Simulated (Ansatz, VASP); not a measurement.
# Sb: VASP beside Ansatz

INCAR

```
SYSTEM = Sb
  PREC = Accurate
  ENCUT = 600
  EDIFF = 1E-6
  ISMEAR = -1
  SIGMA = 0.05
  LREAL = .False.
  LASPH = .True.
  NELM = 80
  ALGO = Normal
  ISIF = 3
  LWAVE = .False.
  LCHARG = .False.
  GGA = PE
  IVDW = 12
  IBRION = 2
  NSW = 80
  EDIFFG = -0.02
```

File KPOINTS:

```
Automatic mesh
0
Gamma
  8 8 8
  0 0 0
```

File POSCAR:

```
Sb
1.0
    2.1542000000      1.2437279499      3.7580000000
   -2.1542000000      1.2437279499      3.7580000000
    0.0000000000     -2.4874558998      3.7580000000
Sb
2
Direct
    0.7665100000      0.7665100000      0.7665100000
    0.2334900000      0.2334900000      0.2334900000
```

input.yaml

```yaml
crystal:
  lattice:
    - [2.1542, 1.2437279499, 3.758]
    - [-2.1542, 1.2437279499, 3.758]
    - [0.0, -2.4874558998, 3.758]
  atoms:
    - { symbol: Sb, position: [0.76651, 0.76651, 0.76651] }
    - { symbol: Sb, position: [0.23349, 0.23349, 0.23349] }
kpoints:
  mp_grid: { grid: [8, 8, 8] }
scf:
  occupations: { method: fermi_dirac, width: 0.05 }
hamiltonian:
  xc: pbe
  dispersion: d3bj
  pseudopotentials: { kind: all_electron, lapw: { basis_error: 0.001 } }
output:
  forces: true
  stress: true
relax:
  f_tol: 0.02
  max_steps: 60
  cell: {}
```

Alike in both runs: task relaxation of cell and atoms; functional PBE; dispersion D3(BJ); k mesh 8 × 8 × 8; occupations fermi-dirac, width 0.05 eV; no spin polarisation.

|  | VASP | Ansatz |
| --- | --- | --- |
| version | VASP 6.6.1 | Ansatz 0.2.0 |
| potentials or method | VASP PAW PBE potentials, release 64 (Sb) | all-electron LAPW, scalar-relativistic |
| plane-wave cutoff (eV) | 600 | see its input |

VASP gave:

- relaxed volume (Å³/atom): 29.75
- relaxed cell length with the largest relative difference (Å): 4.445
- energy change over the relaxation (meV/atom): -4

**Question.** Estimate Ansatz's values.

**Answer.** Relaxed volume (Å³/atom): 29.81; relaxed cell length with the largest relative difference (Å): 4.445; energy change over the relaxation (meV/atom): -3.

Ansatz ran all-electron here, so the differences hold the error of VASP's frozen core and of both bases.

Caveats: pairwise dispersion overbinds metals, which lowers pressure and volume (VASP). The runs have no spin-orbit coupling, so splittings on Sb are missing.
